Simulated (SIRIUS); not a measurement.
## CdTe under changes of volume

One of the cells (33.580 Å³/atom); the others are scaled copies at fixed shape and fractional positions:

```
Te Cd
1.0
     0.00000    3.22623    3.22623
     3.22623    0.00000    3.22623
     3.22623    3.22623    0.00000
Te Cd
1 1
Cartesian
  4.8393 4.8393 4.8393
  0.0000 0.0000 0.0000
```

```yaml
Program: SIRIUS 7.12.0
Functional: PBEsol
Potentials_or_basis: all-electron FP-LAPW
Cutoff: 150 eV
Basis: apw+lo standard
k_mesh: 7 × 7 × 7
Occupations: fermi-dirac, width 0.05 eV
Spin: no spin polarisation
```

```tsv
volume (Å³/atom)	energy over the lowest point (meV/atom)	gap on the mesh (eV)
30.947	47.14	0.94
31.605	28.51	0.87
32.263	13.86	0.81
33.580	1.86	0.69
34.239	0.00	0.63
34.897	?	?
```

Problem. What does the run at 34.897 Å³/atom give?

Solution. Energy over the lowest point 2.66 meV/atom; gap on the mesh 0.58 eV.

Worked out: A Birch-Murnaghan fit of order 3 (a polynomial in V^(-2/3)) to the other rows has its minimum at 34.24 Å³/atom, just outside them, with B0 = V·E''(V) = 31 GPa (rough, since the energies scatter). It gives 1.26 meV/atom at 34.897 Å³/atom, against the run's 2.66. A straight line through the other rows of the gap, of slope -3.04 eV per unit of ln V (its deformation potential), extrapolates to 0.57 eV, against the run's 0.58.

Energies are extrapolated to zero smearing.

Caveats: spin-orbit coupling is left out, which moves the levels of the heavy elements.
